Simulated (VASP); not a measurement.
Here is a VASP 6.6.1 calculation.

INCAR

```
PREC = Accurate ; ENCUT = 520
EDIFF = 1E-7 ; ISMEAR = 1
SIGMA = 0.2 ; LREAL = F
LASPH = T ; NELM = 100
ALGO = Normal ; ISIF = 3
LWAVE = F ; LCHARG = F
GGA = PE ; IBRION = 2
NSW = 80 ; EDIFFG = -0.002
```

File KPOINTS:

```
regular mesh
0
Gamma
  18 18 18
```

POSCAR

```
Si2W                                    
1.0
   -1.6148445488      1.6148445488      3.9332738189
    1.6148445488     -1.6148445488      3.9332738189
    1.6148445488      1.6148445488     -3.9332738189
  Si              W             
     2     1
Direct
     0.3345650711139707    0.3345650711139707    0.0000000000000000
     0.6654349288860293    0.6654349288860293    0.0000000000000000
     0.0000000000000000    0.0000000000000000    0.0000000000000000
```

Potentials or basis: VASP PAW PBE potentials, release 64 (Si, W_sv).

Launch:

```console
$ cat potpaw_PBE.64/Si/POTCAR potpaw_PBE.64/W_sv/POTCAR > POTCAR
$ mpirun -np 1 vasp_std > vasp.out
```

Estimate the band gap on the k mesh.

none (metal or under the smearing width).

Final structure:
```yaml
crystal:
  lattice:
    - [-1.61484, 1.61484, 3.93327]
    - [1.61484, -1.61484, 3.93327]
    - [1.61484, 1.61484, -3.93327]
  atoms:
    - { symbol: Si, position: [0.33457, 0.33457, 0.00000] }
    - { symbol: Si, position: [0.66543, 0.66543, 0.00000] }
    - { symbol: W, position: [0.00000, 0.00000, 0.00000] }
```

Caveat: the relaxation stopped at its first step, so nothing moved. Spin-orbit coupling is left out, which matters for the levels of W.
